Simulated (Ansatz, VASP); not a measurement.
# Sn: VASP beside Ansatz

```xyz
2
Lattice="0.0000 3.2333 3.2333 3.2333 0.0000 3.2333 3.2333 3.2333 0.0000" Properties=species:S:1:pos:R:3 pbc="T T T"
Sn    4.8500    4.8500    4.8500
Sn    3.2333    3.2333    3.2333
```

This isn't the form of Sn at room conditions, which is tetragonal (white tin).

Alike in both runs: task relaxation of cell and atoms; functional BLYP; k mesh 7 × 7 × 7; occupations fermi-dirac, width 0.05 eV; no spin polarisation.

```csv
,VASP,Ansatz
version,VASP 6.6.1,Ansatz 0.2.0
potentials or method,"VASP PAW PBE potentials, release 64 (Sn_d)",Ansatz PAW
plane-wave cutoff (eV),600,420
valence electrons in the cell,28,28
```

Ansatz gave:

```
relaxed volume (Å³/atom)                                     : 39.62
relaxed cell length with the largest relative difference (Å) : 4.821
energy change over the relaxation (meV/atom)                 : -100
```

Task: Estimate VASP's values.

Result: Relaxed volume (Å³/atom): 39.58; relaxed cell length with the largest relative difference (Å): 4.819; energy change over the relaxation (meV/atom): -100.

Caveats: the volume moved by over 15 % at a fixed basis, so the end points are rough; the volume moved by +17 % from the deposited cell, more than functionals usually miss; the PAW data sets were made with another functional, which shifts forces and pressure a little (VASP); the plane-wave basis is chosen anew once the cell has moved, so the energies of steps on either side of that aren't comparable (Ansatz); the PAW data sets come from PBE, with cores solved anew for the run's functional, which leaves a small shift of forces and pressure (Ansatz). Zero-point motion and thermal expansion aren't in these numbers. BLYP gives volumes clearly too large for solids.
